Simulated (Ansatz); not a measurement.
## BAs: experiment and calculation

**The experiment to reproduce.**

“Thermal expansion coefficients of high thermal conducting BAs and BP materials”, 2019, arxiv:1906.04101 reports, for a powder of BAs at 299.8 K: lattice constant a 4.77659 ± 0.000477 Å.

From “Basic Physical Properties of Cubic Boron Arsenide”, 2019, arxiv:1911.11281, for a bulk crystal of BAs: band gap 1.82 eV (indirect) at 300 K; bulk modulus 148 GPa.

The runs below are set against these values where they give the same quantity.

All numbers below come from Ansatz 0.2.0, DFT r2SCAN, scalar-relativistic, plane waves, PAW.

Settings: cutoff 500 eV, Γ-centred mesh 10×10×10 on the computed 2-atom cell, Gaussian smearing of 0.02 eV; no spin polarisation.

Relaxed structure, symmetry kept:

```
B As
1.0
     0.00000    2.39192    2.39192
     2.39192    0.00000    2.39192
     2.39192    2.39192    0.00000
B As
1 1
Cartesian
  0.0000 0.0000 0.0000
  1.1960 1.1960 1.1960
```

```
Space group                                                                                                                                 : F-43m (No. 216)
Volume per atom                                                                                                                             : 92.3 bohr³
Formation energy from the elements' standard states (uncorrected)                                                                           : -0.102 eV/atom
Generalised Kohn–Sham band gap                                                                                                              : 1.37 eV, indirect from Γ to (0.000, 0.396, 0.396)
Löwdin character of the top 1 eV of the valence band                                                                                        : B 2p 51 %, As 4p 46 %
Löwdin character of the lowest 1 eV of the conduction band                                                                                  : B 2p 33 %, As 4p 23 %, B 2s 20 %, As 4s 12 %, unprojected 12 %
Electron masses at the edge by Cartesian direction of the standard setting (m_e; degenerate bands sorted by energy; no spin-orbit coupling) : x: 1.1; y: 0.21; z: 0.21
Hole masses at the edge by Cartesian direction of the standard setting (m_e; degenerate bands sorted by energy; no spin-orbit coupling)     : x: 0.22, 0.22, 0.21; y: 0.22, 0.22, 0.21; z: 0.22, 0.22, 0.21
Bulk modulus                                                                                                                                : 141 GPa
Its pressure derivative                                                                                                                     : 4.1
Bader charges (e)                                                                                                                           : B (1 in the cell) 0.21, As (1 in the cell) -0.21
```

Against the measured lattice constant a of BAs, 4.77659 Å (299.8 K; powder; the paper above), the calculated 4.784 Å is off by +0.2 %. 4 values of this kind are on record (4.7741 to 4.7776 Å); this one was drawn at random among those near their median, those with a stated uncertainty first. The calculation is for 0 K without zero-point motion. Against the measured band gap of BAs, 1.82 eV (indirect; 300 K; the paper above), the calculated 1.37 eV is off by -0.45 eV. Kohn–Sham gaps of semilocal functionals fall short of measured ones as a rule; spin-orbit coupling, left out here, would usually lower the calculated gap of a compound with heavy elements. A measured bulk modulus of BAs is 148 GPa (quoted in the paper above); the calculated 141 GPa misses it by -4.8 %.